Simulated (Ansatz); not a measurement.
A (100) slab of NbN (Fm-3m (No. 225)), 6 planes, outer planes NbN (top) and NbN (bottom), with 12 atoms (Nb6N6) in a surface cell of A = 9.594 Å², as cut from the bulk:

```yaml
crystal:
  lattice:
    - [3.09748, 0.00000, 0.00000]
    - [0.00000, 3.09748, 0.00000]
    - [0.00000, 0.00000, 25.95124]
  atoms:
    - { symbol: Nb, position: [0.00000, 0.00000, 0.28900] }
    - { symbol: N, position: [0.50000, 0.50000, 0.28900] }
    - { symbol: Nb, position: [0.50000, 0.50000, 0.37340] }
    - { symbol: N, position: [0.00000, 0.00000, 0.37340] }
    - { symbol: Nb, position: [0.00000, 0.00000, 0.45780] }
    - { symbol: N, position: [0.50000, 0.50000, 0.45780] }
    - { symbol: Nb, position: [0.50000, 0.50000, 0.54220] }
    - { symbol: N, position: [0.00000, 0.00000, 0.54220] }
    - { symbol: Nb, position: [0.00000, 0.00000, 0.62660] }
    - { symbol: N, position: [0.50000, 0.50000, 0.62660] }
    - { symbol: Nb, position: [0.50000, 0.50000, 0.71100] }
    - { symbol: N, position: [0.00000, 0.00000, 0.71100] }
```

Computed with DFT PBEsol, scalar-relativistic, plane waves, PAW in Ansatz 0.2.0. Settings: cutoff 420 eV, Γ-centred mesh 11×11×1 on the computed 12-atom cell, Gaussian smearing of 0.10 eV; no spin polarisation.

Against the same 12 atoms in the bulk, the slab as cut lies 2.238 eV higher and the relaxed slab 1.301 eV higher.

Q: Work out the surface energy before and after relaxation.

A: The slab has two faces, so γ = (E_slab − N·E_bulk)/(2A), the mean of both. As cut: 2.238/(2 × 9.594) = 0.1166 eV/Å², and 1 eV/Å² = 16.02 J/m², so γ = 1.87 J/m². Relaxed: 1.301/(2 × 9.594) = 0.0678 eV/Å² = 1.09 J/m². Relaxation recovers 42 % of the cost of cutting.

Q: What is the ideal work of this cut, per area?

A: Griffith's ideal work is 2γ: 3.74 J/m² if the new faces stay rigid, 2.17 J/m² if they relax. One thickness was run, 6 planes, so γ can still shift with it.